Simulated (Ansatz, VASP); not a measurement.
Sc in VASP and in Ansatz

The input INCAR:

```
SYSTEM = Sc
ALGO = Fast ; EDIFF = 1E-6
ENCUT = 520 ; GGA = PE
ISIF = 2 ; ISMEAR = 0
LASPH = .True. ; LCHARG = .False.
LREAL = .False. ; LWAVE = .False.
NBANDS = 12 ; NELM = 60
PREC = Accurate ; SIGMA = 0.1
```

File KPOINTS:

```
k-points
0
Gamma
  14 14 14
  0 0 0
```

POSCAR

```
Sc
1.0
   -2.1017307743      2.1017307743      2.1017307743
    2.1017307743     -2.1017307743      2.1017307743
    2.1017307743      2.1017307743     -2.1017307743
Sc
1
Direct
    0.0000000000      0.0000000000      0.0000000000
```

Input for Ansatz:

```yaml
crystal:
  lattice:
    - [-2.1017307743, 2.1017307743, 2.1017307743]
    - [2.1017307743, -2.1017307743, 2.1017307743]
    - [2.1017307743, 2.1017307743, -2.1017307743]
  atoms:
    - { symbol: Sc, position: [0.0, 0.0, 0.0] }
basis:
  ecutwfc: 420
kpoints:
  mp_grid: { grid: [14, 14, 14] }
hamiltonian:
  xc: pbe
scf:
  occupations: { method: gaussian, width: 0.1 }
output:
  forces: true
  stress: true
  eigenvalues: true
  populations: true
```

Alike in both runs: task single point; functional PBE; k mesh 14 × 14 × 14; occupations gaussian, width 0.1 eV; no spin polarisation.

|  | VASP | Ansatz |
| --- | --- | --- |
| version | VASP 6.6.1 | Ansatz 0.2.0 |
| potentials or method | VASP PAW PBE potentials, release 64 (Sc_sv) | scalar-relativistic, plane waves, PAW |
| plane-wave cutoff (eV) | 520 | 420 |
| valence electrons in the cell | 11 | 11 |

```csv
,VASP,Ansatz,Ansatz less VASP
gap on the k mesh at the Fermi level (eV),none,none,-
pressure (GPa),-10.6,-10.5,+0.07
```

A gap of «none» marks a metal or a gap that the smearing closes. With one functional, cell and mesh, what is left measures potentials, basis and numerics.
